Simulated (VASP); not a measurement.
# KMgF3 (Pm-3m) in VASP: notebook, part 2 of 2

VASP 6.6.1.

## (5) Equation of state, PBE, 12.92 Å³/atom (volume scaled by 1.02)

INCAR reads:

```
ALGO = Normal
EDIFF = 1E-7
ENCUT = 520
GGA = PE
ISIF = 2
ISMEAR = -1
LASPH = True
LCHARG = False
LREAL = False
LWAVE = False
NBANDS = 24
NELM = 60
PREC = Accurate
SIGMA = 0.05
```

KPOINTS reads:

```
k-points
0
Gamma
  7 7 7
```

POSCAR reads:

```
KMgF3
1.0
    4.0122974580      0.0000000000      0.0000000000
    0.0000000000      4.0122974580      0.0000000000
    0.0000000000      0.0000000000      4.0122974580
K Mg F
1 1 3
Direct
    0.5000000000      0.5000000000      0.5000000000
    0.0000000000      0.0000000000      0.0000000000
    0.0000000000      0.0000000000      0.5000000000
    0.0000000000      0.5000000000      0.0000000000
    0.5000000000      0.0000000000      0.0000000000
```

Launch:

```
$ cat potpaw_PBE.64/K_sv/POTCAR potpaw_PBE.64/Mg/POTCAR potpaw_PBE.64/F/POTCAR > POTCAR
$ mpirun -np 1 vasp_std > vasp.out
```

Wall time 16 s (1 thread of AMD EPYC 9R45 (Zen 5), shared host); peak memory 0.15 GiB.

The run converged. Its results:

| Property | Result |
| --- | --- |
| Free energy | -24.4374 eV |
| Pressure | 1.8 GPa |
| Band gap on the k mesh | 7.19 eV, indirect (least direct gap 7.48 eV) |

Caveat: an odd mesh through Γ misses points on the zone boundary, where band edges often lie.

## (6) Equation of state, PBE, 13.17 Å³/atom (volume scaled by 1.04)

INCAR is that of step 5.

KPOINTS is that of step 5.

Edit POSCAR of step 5 so:

```diff
@@ -2,5 +2,5 @@
 1.0
-    4.0122974580      0.0000000000      0.0000000000
-    0.0000000000      4.0122974580      0.0000000000
-    0.0000000000      0.0000000000      4.0122974580
+    4.0383520677      0.0000000000      0.0000000000
+    0.0000000000      4.0383520677      0.0000000000
+    0.0000000000      0.0000000000      4.0383520677
 K Mg F
```

Potentials or basis: VASP PAW PBE potentials, release 64 (K_sv, Mg, F).

Launch:

```
$ cat potpaw_PBE.64/K_sv/POTCAR potpaw_PBE.64/Mg/POTCAR potpaw_PBE.64/F/POTCAR > POTCAR
$ mpirun -np 1 vasp_std > vasp.out
```

Run time: 16 s. Hardware: 1 thread of AMD EPYC 9R45 (Zen 5), shared host; peak memory 0.15 GiB.

It converged, with:

```
Free energy            : -24.4484 eV
Pressure               : 0.4 GPa
Band gap on the k mesh : 7.04 eV, indirect (least direct gap 7.34 eV)
```

Caveat: an odd mesh through Γ misses points on the zone boundary, where band edges often lie.

## (7) Equation of state, PBE, 13.43 Å³/atom (volume scaled by 1.06)

INCAR reads:

```
PREC     = Accurate       # precision mode
ENCUT    = 520            # plane-wave cutoff, eV
EDIFF    = 1E-7           # SCF threshold, eV
ISMEAR   = -1             # smearing method
SIGMA    = 0.05           # smearing width, eV
LREAL    = False          # projectors in reciprocal space
LASPH    = True           # aspherical terms in the spheres
NELM     = 100            # most SCF steps
ALGO     = Normal         # electronic algorithm
ISIF     = 2              # what is computed and relaxed
LWAVE    = False          # write WAVECAR
LCHARG   = False          # write CHGCAR
GGA      = PE             # functional
NBANDS   = 24             # bands
```

KPOINTS reads:

```
Automatic mesh
0
Gamma
  7 7 7
```

Edit POSCAR of step 6 so:

```diff
@@ -2,5 +2,5 @@
 1.0
-    4.0383520677      0.0000000000      0.0000000000
-    0.0000000000      4.0383520677      0.0000000000
-    0.0000000000      0.0000000000      4.0383520677
+    4.0640747489      0.0000000000      0.0000000000
+    0.0000000000      4.0640747489      0.0000000000
+    0.0000000000      0.0000000000      4.0640747489
 K Mg F
```

Launch:

```
$ cat potpaw_PBE.64/K_sv/POTCAR potpaw_PBE.64/Mg/POTCAR potpaw_PBE.64/F/POTCAR > POTCAR
$ mpirun -np 1 vasp_std > vasp.out
```

Run time: 16 s. Hardware: 1 thread of AMD EPYC 9R45 (Zen 5), shared host; peak memory 0.15 GiB.

It converged, with:

```yaml
Free_energy: -24.4487 eV
Pressure: -0.9 GPa
Band_gap_on_the_k_mesh: 6.91 eV, indirect (least direct gap 7.20 eV)
```

Caveat: an odd mesh through Γ misses points on the zone boundary, where band edges often lie.

## (8) Equation of state, PBE

This step only gathers the single runs of the series.

Results:

- Equilibrium volume: 13.31 Å³/atom
- Bulk modulus: 67 GPa
- Pressure derivative of the bulk modulus: 4.5

Energy against volume, from the lowest point:
```tsv
volume (Å³/atom)	energy (meV/atom)
11.905	37.47
12.159	24.11
12.412	14.02
12.665	6.83
12.918	2.27
13.172	0.06
13.425	0.00
```

## (9) Equation of state, PBEsol, 11.91 Å³/atom (volume scaled by 0.94)

INCAR reads:

```
SYSTEM = KMgF3
ALGO = Normal
EDIFF = 1E-7
ENCUT = 520
GGA = PS
ISIF = 2
ISMEAR = -1
KPAR = 2
LASPH = .True.
LCHARG = .False.
LREAL = .False.
LWAVE = .False.
NBANDS = 24
NELM = 60
PREC = Accurate
SIGMA = 0.05
```

KPOINTS reads:

```
k-points
0
Gamma
  7 7 7
  0 0 0
```

Edit POSCAR of step 7 so:

```diff
@@ -2,5 +2,5 @@
 1.0
-    4.0640747489      0.0000000000      0.0000000000
-    0.0000000000      4.0640747489      0.0000000000
-    0.0000000000      0.0000000000      4.0640747489
+    3.9045322707      0.0000000000      0.0000000000
+    0.0000000000      3.9045322707      0.0000000000
+    0.0000000000      0.0000000000      3.9045322707
 K Mg F
```

Potentials or basis: VASP PAW PBE potentials, release 64 (K_sv, Mg, F).

Launch:

```
$ cat potpaw_PBE.64/K_sv/POTCAR potpaw_PBE.64/Mg/POTCAR potpaw_PBE.64/F/POTCAR > POTCAR
$ mpirun -np 2 vasp_std > vasp.out
```

Run time: 20 s. Hardware: 2 MPI ranks of Intel Xeon Platinum 8259CL at 2.50GHz (Skylake/Cascade Lake), shared host; peak memory 0.17 GiB.

Results (log left out):

```yaml
Free_energy: -25.1974 eV
Pressure: 5.2 GPa
Band_gap_on_the_k_mesh: 7.63 eV, indirect (least direct gap 7.92 eV)
```

Caveat: the PAW data sets were made with another functional, which shifts forces and pressure a little; an odd mesh through Γ misses points on the zone boundary, where band edges often lie.

## (10) Equation of state, PBEsol, 12.16 Å³/atom (volume scaled by 0.96)

INCAR is that of step 9.

KPOINTS is that of step 9.

Edit POSCAR of step 9 so:

```diff
@@ -2,5 +2,5 @@
 1.0
-    3.9045322707      0.0000000000      0.0000000000
-    0.0000000000      3.9045322707      0.0000000000
-    0.0000000000      0.0000000000      3.9045322707
+    3.9320298828      0.0000000000      0.0000000000
+    0.0000000000      3.9320298828      0.0000000000
+    0.0000000000      0.0000000000      3.9320298828
 K Mg F
```

Launch:

```
$ cat potpaw_PBE.64/K_sv/POTCAR potpaw_PBE.64/Mg/POTCAR potpaw_PBE.64/F/POTCAR > POTCAR
$ mpirun -np 2 vasp_std > vasp.out
```

Wall time 24 s (2 MPI ranks of Intel Xeon Platinum 8259CL at 2.50GHz (Skylake/Cascade Lake), shared host); peak memory 0.17 GiB.

The run converged. Its results:

| Item | Value |
| --- | --- |
| Free energy | -25.2335 eV |
| Pressure | 3.2 GPa |
| Band gap on the k mesh | 7.47 eV, indirect (least direct gap 7.75 eV) |

Caveat: the PAW data sets were made with another functional, which shifts forces and pressure a little; an odd mesh through Γ misses points on the zone boundary, where band edges often lie.

## (11) Equation of state, PBEsol, 12.41 Å³/atom (volume scaled by 0.98)

INCAR is that of step 10.

KPOINTS is that of step 10.

Edit POSCAR of step 10 so:

```diff
@@ -2,5 +2,5 @@
 1.0
-    3.9320298828      0.0000000000      0.0000000000
-    0.0000000000      3.9320298828      0.0000000000
-    0.0000000000      0.0000000000      3.9320298828
+    3.9591481872      0.0000000000      0.0000000000
+    0.0000000000      3.9591481872      0.0000000000
+    0.0000000000      0.0000000000      3.9591481872
 K Mg F
```

Launch:

```
$ cat potpaw_PBE.64/K_sv/POTCAR potpaw_PBE.64/Mg/POTCAR potpaw_PBE.64/F/POTCAR > POTCAR
$ mpirun -np 2 vasp_std > vasp.out
```

It took 16 s on 2 MPI ranks of Intel Xeon Platinum 8259CL at 2.50GHz (Skylake/Cascade Lake), shared host; peak memory 0.17 GiB.

Results (log left out):

```yaml
Free_energy: -25.2547 eV
Pressure: 1.5 GPa
Band_gap_on_the_k_mesh: 7.31 eV, indirect (least direct gap 7.60 eV)
```

Caveat: the PAW data sets were made with another functional, which shifts forces and pressure a little; an odd mesh through Γ misses points on the zone boundary, where band edges often lie.

## (12) Equation of state, PBEsol, 12.92 Å³/atom (volume scaled by 1.02)

INCAR is that of step 11.

KPOINTS is that of step 11.

Edit POSCAR of step 11 so:

```diff
@@ -2,5 +2,5 @@
 1.0
-    3.9591481872      0.0000000000      0.0000000000
-    0.0000000000      3.9591481872      0.0000000000
-    0.0000000000      0.0000000000      3.9591481872
+    4.0122974580      0.0000000000      0.0000000000
+    0.0000000000      4.0122974580      0.0000000000
+    0.0000000000      0.0000000000      4.0122974580
 K Mg F
```

Potentials or basis: VASP PAW PBE potentials, release 64 (K_sv, Mg, F).

Launch:

```
$ cat potpaw_PBE.64/K_sv/POTCAR potpaw_PBE.64/Mg/POTCAR potpaw_PBE.64/F/POTCAR > POTCAR
$ mpirun -np 2 vasp_std > vasp.out
```

Run time: 22 s. Hardware: 2 MPI ranks of Intel Xeon Platinum 8259CL at 2.50GHz (Skylake/Cascade Lake), shared host; peak memory 0.17 GiB.

The run converged. Its results:

| Property | Result |
| --- | --- |
| Free energy | -25.2593 eV |
| Pressure | -1.5 GPa |
| Band gap on the k mesh | 7.01 eV, indirect (least direct gap 7.30 eV) |

Caveat: the PAW data sets were made with another functional, which shifts forces and pressure a little; an odd mesh through Γ misses points on the zone boundary, where band edges often lie.

## (13) Equation of state, PBEsol, 13.17 Å³/atom (volume scaled by 1.04)

INCAR is that of step 12.

KPOINTS is that of step 12.

Edit POSCAR of step 12 so:

```diff
@@ -2,5 +2,5 @@
 1.0
-    4.0122974580      0.0000000000      0.0000000000
-    0.0000000000      4.0122974580      0.0000000000
-    0.0000000000      0.0000000000      4.0122974580
+    4.0383520677      0.0000000000      0.0000000000
+    0.0000000000      4.0383520677      0.0000000000
+    0.0000000000      0.0000000000      4.0383520677
 K Mg F
```

Launch:

```
$ cat potpaw_PBE.64/K_sv/POTCAR potpaw_PBE.64/Mg/POTCAR potpaw_PBE.64/F/POTCAR > POTCAR
$ mpirun -np 2 vasp_std > vasp.out
```

Wall time 18 s (2 MPI ranks of Intel Xeon Platinum 8259CL at 2.50GHz (Skylake/Cascade Lake), shared host); peak memory 0.17 GiB.

It converged, with:

- Free energy: -25.2452 eV
- Pressure: -2.7 GPa
- Band gap on the k mesh: 6.87 eV, indirect (least direct gap 7.16 eV)

Caveat: the PAW data sets were made with another functional, which shifts forces and pressure a little; an odd mesh through Γ misses points on the zone boundary, where band edges often lie.

## (14) Equation of state, PBEsol, 13.43 Å³/atom (volume scaled by 1.06)

INCAR is that of step 13.

KPOINTS is that of step 13.

Edit POSCAR of step 13 so:

```diff
@@ -2,5 +2,5 @@
 1.0
-    4.0383520677      0.0000000000      0.0000000000
-    0.0000000000      4.0383520677      0.0000000000
-    0.0000000000      0.0000000000      4.0383520677
+    4.0640747489      0.0000000000      0.0000000000
+    0.0000000000      4.0640747489      0.0000000000
+    0.0000000000      0.0000000000      4.0640747489
 K Mg F
```

Launch:

```
$ cat potpaw_PBE.64/K_sv/POTCAR potpaw_PBE.64/Mg/POTCAR potpaw_PBE.64/F/POTCAR > POTCAR
$ mpirun -np 2 vasp_std > vasp.out
```

Wall time 22 s (2 MPI ranks of Intel Xeon Platinum 8259CL at 2.50GHz (Skylake/Cascade Lake), shared host); peak memory 0.17 GiB.

It converged, with:

```
Free energy            : -25.2215 eV
Pressure               : -3.9 GPa
Band gap on the k mesh : 6.74 eV, indirect (least direct gap 7.03 eV)
```

Caveat: the PAW data sets were made with another functional, which shifts forces and pressure a little; an odd mesh through Γ misses points on the zone boundary, where band edges often lie.

## (15) Equation of state, PBEsol

Potentials or basis: VASP PAW PBE potentials, release 64 (K_sv, Mg, F).

No new run: the results of the series are fitted here.

What came out:

```yaml
Equilibrium_volume: 12.71 Å³/atom
Bulk_modulus: 73 GPa
Pressure_derivative_of_the_bulk_modulus: 4.6
```

Energy against volume, from the lowest point:
```
volume (Å³/atom)  energy (meV/atom)
          11.905              13.10
          12.159               5.88
          12.412               1.63
          12.665               0.00
          12.918               0.72
          13.172               3.55
          13.425               8.28
```

Caveat: the PAW data sets were made with another functional, which shifts forces and pressure a little.

## (16) How close it comes

Step 8. Measured bulk modulus of KMgF3: 71.2 GPa (powder; “High-pressure structural, elastic and electronic properties of the scintillator host material, KMgF3”, 2007, arxiv:cond-mat/0703621). This calculation gives 67 GPa (-6.2 %). The fit is for a static lattice scaled at fixed shape and fixed fractional positions.

Step 15. Measured bulk modulus of KMgF3: 71.2 GPa (powder; “High-pressure structural, elastic and electronic properties of the scintillator host material, KMgF3”, 2007, arxiv:cond-mat/0703621). This calculation gives 73 GPa (+2.9 %). The fit is for a static lattice scaled at fixed shape and fixed fractional positions.
